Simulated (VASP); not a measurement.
Crystal: InAs.

```xyz
2
Lattice="0.0000 3.0180 3.0180 3.0180 0.0000 3.0180 3.0180 3.0180 0.0000" Properties=species:S:1:pos:R:3 pbc="T T T"
In    0.0000    0.0000    0.0000
As    4.5270    4.5270    4.5270
```

```yaml
Program: VASP 6.6.1
Task: relaxation of cell and atoms
Functional: r2SCAN
Potentials_or_basis: VASP PAW PBE potentials, release 64 (In_d, As)
Cutoff: 600 eV
k_mesh: 8 × 8 × 8
Occupations: gaussian, width 0.05 eV
Spin: no spin polarisation
```

At the start: pressure 2.3 GPa; volume 27.49 Å³/atom.

Problem. Where does the relaxation end?

Solution. Over 3 steps the energy falls by 6.9 meV/atom and the volume is 28.51 Å³/atom (+3.7 %); space group F-43m (No. 216, to 0.05 Å).

The path:
| step | energy change (eV) | largest force (eV/Å) | pressure (GPa) | volume (Å³) |
| --- | --- | --- | --- | --- |
| 1 | 0.0000 | 0.0000 | 2.28 | 54.98 |
| 2 | -0.0100 | 0.0000 | -1.83 | 58.15 |
| 3 | -0.0138 | 0.0000 | -0.02 | 57.03 |

Final structure:
```
In As
1.0
     0.00000    3.05509    3.05509
     3.05509    0.00000    3.05509
     3.05509    3.05509    0.00000
In As
1 1
Direct
  0.00000 0.00000 0.00000
  0.75000 0.75000 0.75000
```

Caveat: the PAW data sets were made with another functional, which shifts forces and pressure a little.
